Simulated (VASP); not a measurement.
A run of VASP 6.6.1 is set up as follows.

INCAR

```
  ALGO = Normal
  DIPOL = 0.5 0.5 0.500
  EDIFF = 1E-6
  EDIFFG = -0.02
  ENCUT = 520
  GGA = PS
  IBRION = 2
  IDIPOL = 3
  ISIF = 2
  ISMEAR = 0
  KPAR = 2
  LASPH = True
  LCHARG = False
  LDIPOL = True
  LREAL = False
  LWAVE = False
  NELM = 80
  NSW = 80
  PREC = Accurate
  SIGMA = 0.03
```

Contents of KPOINTS:

```
k-points
0
Gamma
  6 6 1
```

The input POSCAR:

```
PbSe
1.0
    4.3161656500      0.0000000000      0.0000000000
    0.0000000000      4.3161656500      0.0000000000
    0.0000000000      0.0000000000     27.2079600000
Pb Se
5 5
Direct
    0.5000000000      0.5000000000      0.2756546200
    0.0000000000      0.0000000000      0.3878273100
    0.5000000000      0.5000000000      0.5000000000
    0.0000000000      0.0000000000      0.6121726900
    0.5000000000      0.5000000000      0.7243453800
    0.0000000000      0.0000000000      0.2756546200
    0.5000000000      0.5000000000      0.3878273100
    0.0000000000      0.0000000000      0.5000000000
    0.5000000000      0.5000000000      0.6121726900
    0.0000000000      0.0000000000      0.7243453800
```

Potentials or basis: VASP PAW PBE potentials, release 64 (Pb_d, Se).

The run is started by

```sh
$ cat potpaw_PBE.64/Pb_d/POTCAR potpaw_PBE.64/Se/POTCAR > POTCAR
$ mpirun -np 2 vasp_std > vasp.out
```

**Question.** Estimate the band gap on the k mesh.

**Answer.** 0.61 eV, direct.

**Question.** Predict the energy gained by relaxing.

**Answer.** 10.6 meV/atom.

Forces on the atoms (eV/Å):
```
Pb   0.000  0.000  0.001
Pb   0.000  0.000  0.020
Pb   0.000  0.000  0.000
Pb   0.000  0.000 -0.020
Pb   0.000  0.000 -0.001
Se   0.000  0.000  0.017
Se   0.000  0.000  0.006
Se   0.000  0.000  0.000
Se   0.000  0.000 -0.006
Se   0.000  0.000 -0.017
```

Caveat: the PAW data sets were made with another functional, which shifts forces and pressure a little; spin-orbit coupling is left out, which as a rule narrows the gap of such compounds by several tenths of an eV.
